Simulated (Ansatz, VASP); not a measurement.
**SrO: VASP beside Ansatz**

```
Sr O
1.0
     3.44217    0.00000    0.00000
    -1.72109    2.98101    0.00000
     0.00000    0.00000    6.62517
Sr O
2 2
Direct
  0.33333 0.66667 0.25000
  0.66667 0.33333 0.75000
  0.00000 0.00000 0.00000
  0.00000 0.00000 0.50000
```

Alike in both runs: task single point; functional LDA; k mesh 9 × 9 × 4; occupations gaussian, width 0.05 eV; no spin polarisation.

|  | VASP | Ansatz |
| --- | --- | --- |
| version | VASP 6.6.1 | Ansatz 0.2.0 |
| potentials or method | VASP PAW LDA potentials, release 64 (Sr_sv, O) | scalar-relativistic, plane waves, PAW |
| plane-wave cutoff (eV) | 520 | 420 |
| valence electrons in the cell | 32 | 32 |

VASP gave:

- gap on the k mesh at the Fermi level (eV): 2.98
- least direct gap on the mesh (eV): 2.98
- pressure (GPa): -6.1
- largest component of the traceless stress (GPa): 13.19

**Question.** Which values does Ansatz return?

**Answer.** gap on the k mesh at the Fermi level (eV): 2.98; least direct gap on the mesh (eV): 2.98; pressure (GPa): -6.7; largest component of the traceless stress (GPa): 13.22.

Caveats: an odd mesh through Γ misses points on the zone boundary, where band edges often lie. A hybrid or GW would open this gap; LDA tends to underestimate it.
